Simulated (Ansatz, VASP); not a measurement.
# GaSb: VASP beside Ansatz, part 3 of 4

Wanted: the spread between two codes on one cell, functional and k mesh. Of the first pair: The structure shown is the start of the Ansatz relaxation below; VASP solves that cell, so the two are compared at the walk's first step.

VASP 6.6.1 and Ansatz 0.2.0.

So far: Set-up; Ansatz: relaxation, r2SCAN; VASP: single point, r2SCAN, start cell, pair 1.

**3. VASP: single point, r2SCAN, start cell, pair 1 (continued)**

Level of this step: r2SCAN; plane waves and PAW (Ga_d, Sb) (VASP).

Numbers of over 12 decimals in the logs are rounded to 6 here.

OUTCAR, selected parts (step 3):

```text
ion  position               nearest neighbor table
   1  0.001  0.001  0.999-   2 2.63   2 2.63   2 2.65   2 2.65
   2  0.749  0.749  0.751-   1 2.63   1 2.63   1 2.65   1 2.65

  LATTYP: Found a body centered orthorhombic cell.
 ALAT       =     4.2506324080
 B/A-ratio  =     1.0205948728
 C/A-ratio  =     1.4489778012

 Subroutine GETGRP returns: Found  2 space group operations
 (whereof  2 operations were pure point group operations)

The static configuration has the point symmetry C_1h.

   k-points           NKPTS =   1728   k-points in BZ     NKDIM =   1728   number of bands    NBANDS=     15

   dimension x,y,z NGX =    30 NGY =   30 NGZ =   30
   dimension x,y,z NGXF=    60 NGYF=   60 NGZF=   60

   ENCUT  =  440.0 eV  32.34 Ry    5.69 a.u.   7.40  7.40  7.27*2*pi/ulx,y,z

   NELECT =      18.0000    total number of electrons

 k-points in reciprocal lattice and weights: Points of the shifted mesh
   0.04166667  0.04166667  0.04166667       0.001
   0.04166667  0.04166667  0.12500000       0.001
   0.04166667  0.04166667  0.20833333       0.001
   0.04166667  0.04166667  0.29166667       0.001
   0.04166667  0.04166667  0.37500000       0.001
   0.04166667  0.04166667  0.45833333       0.001
   0.04166667  0.04166667  0.54166667       0.001
   0.04166667  0.04166667  0.62500000       0.001
   0.04166667  0.04166667  0.70833333       0.001
[...]
0.95833333  0.95833333  0.87500000       0.001
   0.95833333  0.95833333  0.95833333       0.001

 average (electrostatic) potential at core
       1 -70.4681       2 -92.7051

 E-fermi :   5.0624

 k-point     1 :       0.0417    0.0417    0.0417
  band No.  band energies     occupation
    ...
      5     -10.6839      2.00000
      6      -7.2032      2.00000
      7       4.3069      2.00000
      8       4.7059      2.00000
      9       4.7284      2.00000
     10       5.6360      0.00000
     11       7.6747      0.00000
     12       7.8463      0.00000
     13       7.9069      0.00000
     14      11.2543      0.00000
    ...

 k-point     2 :       0.0417    0.0417    0.1250
  band No.  band energies     occupation
    ...
      5     -10.6837      2.00000
      6      -7.0979      2.00000
      7       3.2790      2.00000
      8       4.3347      2.00000
      9       4.6502      2.00000
     10       6.1085      0.00000
     11       7.7760      0.00000
     12       7.9567      0.00000
     13       8.5665      0.00000
     14      11.8052      0.00000
    ...

 k-point     3 :       0.0417    0.0417    0.2083
  band No.  band energies     occupation
    ...
      5     -10.6836      2.00000
      6      -6.8433      2.00000
      7       1.8322      2.00000
      8       3.9650      2.00000
      9       4.3899      2.00000
     10       6.1240      0.00000
     11       8.1447      0.00000
     12       8.4212      0.00000
     13       9.5481      0.00000
     14      12.4583      0.00000
    ...

  Total        0.4027336      0.4027336      0.1392557      0.3983417     -0.0006638     -0.0006638
  in kB       11.3627308     11.3627308      3.9289605     11.2388169     -0.0187278     -0.0187282
  external PRESSURE =       8.8848074 kB  Pullay stress =       0.0000000 kB

  energy-cutoff  :      440.00
  volume of cell :       56.79
      direct lattice vectors                 reciprocal lattice vectors
    -0.030951000  3.036601000  3.079536000    -0.162996422  0.162996422  0.162362122
     3.036601000 -0.030951000  3.079536000     0.162996422 -0.162996422  0.162362122
     3.005651000  3.005651000  0.000000000     0.166353312  0.166353312 -0.162362068

 POSITION                                       TOTAL-FORCE (eV/Angst)
 -----------------------------------------------------------------------------------
      3.00569      3.00569      0.00439        -0.000044     -0.000044      0.072334
      4.50843      4.50843      4.61492         0.000044      0.000044     -0.072334
 -----------------------------------------------------------------------------------
    total drift:                               -0.000012     -0.000012     -0.008045

  FREE ENERGIE OF THE ION-ELECTRON SYSTEM (eV)
  ---------------------------------------------------
  free  energy   TOTEN  =       -37.5978912041 eV

  energy  without entropy=      -37.5978912041  energy(sigma->0) =      -37.59789120

 total charge
# of ion       s       p       d       tot
------------------------------------------
    1        0.875   0.776   9.966  11.617
    2        1.105   1.363   0.029   2.497
--------------------------------------------------
tot          1.980   2.139   9.995  14.114

[... 3 further parts left out ...]
```

The run ends at a pressure of 0.89 GPa, with forces up to 0.072 eV/Å.

**4. Differences**

Known differences besides the potentials themselves: VASP keeps PBE cores, Ansatz makes them for the functional; the data sets hold 28 valence electrons in Ansatz (on its PAW soft_1 files) and 18 in VASP; the cutoff is 500 eV in Ansatz and 440 eV in VASP. Total energies have different zeros and are not compared.

Forces (eV/Å; atoms numbered as in POSCAR):

| atom | Ansatz x, y, z | VASP x, y, z |
| --- | --- | --- |
| Ga1 | 0.000, 0.000, 0.075 | 0.000, 0.000, 0.072 |
| Sb2 | 0.000, 0.000, -0.075 | 0.000, 0.000, -0.072 |

The forces differ by 1.7 meV/Å r.m.s., which is 4.1 % of the r.m.s. force of 0.042 eV/Å (both taken over all components).

**5. Ansatz: relaxation, r2SCAN**

This run makes the geometry at which the two programs are then compared. The cell compared in this pair holds 57.03 Å³, against 56.79 Å³ for the pair before.

The structure compared here is the end of the Ansatz relaxation.

The input, input.yaml:

```yaml
crystal:
  lattice:
    - [-0.0309508665, 3.0366014595, 3.0795362149]
    - [3.0366014595, -0.0309508665, 3.0795362149]
    - [3.005650593, 3.005650593, 0.0]
  atoms:
    - { symbol: Ga, position: [0.0007122871, 0.0007122871, -0.0006979255] }
    - { symbol: Sb, position: [0.7492877129, 0.7492877129, 0.7506979255] }
  conventional_axes: [[0, 0, 1], [1, -1, 0], [1, 1, -1]]
kpoints:
  mp_grid: { grid: [12, 12, 12], shift: [0.5, 0.5, 0.5] }
hamiltonian:
  xc: r2scan
  pseudopotentials: { kind: paw, azcp: { folder: soft_1 } }
scf:
  occupations: { method: gaussian, width: 0.02 }
output:
  forces: true
  stress: true
  eigenvalues: true
relax:
  adjacent_minimum: "off"
  f_tol: 0.001
  max_steps: 60
  cell: { stress_tol: 0.01, fix: [a, angles] }
```

The run is started by

```
$ ansatz run input.yaml --threads 4 --pin off --max-ram 10240MiB --backend cpu --events-out ev --progress --plain --runs-dir out
```

What it wrote:

```text
[...]
Crystal: 2 atoms, lattice volume = 56.787 Å³
Basis set: ecut = 500 eV, 1439 PW (Γ), exchange–correlation on 128×128×128 points (64 copies of the dense FFT grid, shifted against one another)
Bands: 18, of which v1, the nominal top of the filled ones, is band 14 counted from 1 (13 counted from 0)
Symmetry: 2 space group operations
[...]
k-point 467: bands = [... 10 lower, -2.4454, 1.1422, 5.8095, 6.3074, 8.8883, 11.5790, 11.8907, 14.8879]
--- Relaxed structure (3 steps of the walk, 3 accepted, 1 SCFs on fresh bases) ---
[...]
cell:  # Å, volume = 57.0348 Å³
    - [-0.031385, 3.037035, 3.092124]
    - [3.037035, -0.031385, 3.092124]
    - [3.005650593, 3.005650593, 0.0]
  atoms:
    - { symbol: Ga, position: [0.00143358, 0.00143358, -0.00141957] }
    - { symbol: Sb, position: [0.748566, 0.748566, 0.751420] }
[key lines of the parts left out:]
SCF converged after 7 iterations
Free energy (F): -10289.933876 eV
Fermi energy:    7.978386 eV
P = ⅓ Tr σ = 0.6276 GPa (6.276 kbar)
```

(Continued in part 4 of 4.)

[Lines on the potential files, build, host, timing and source positions are cut from VASP's logs without a mark.]

[Logs are printed without paths, hosts, clocks, repeated set-up lines and the standing remarks that a program may print on its own settings, such as how far it seeks lower states.]

[Hosts, paths, dates, database ids (printed as entryN), source tags and the programs' standing remarks are cut or masked in the printed files.]
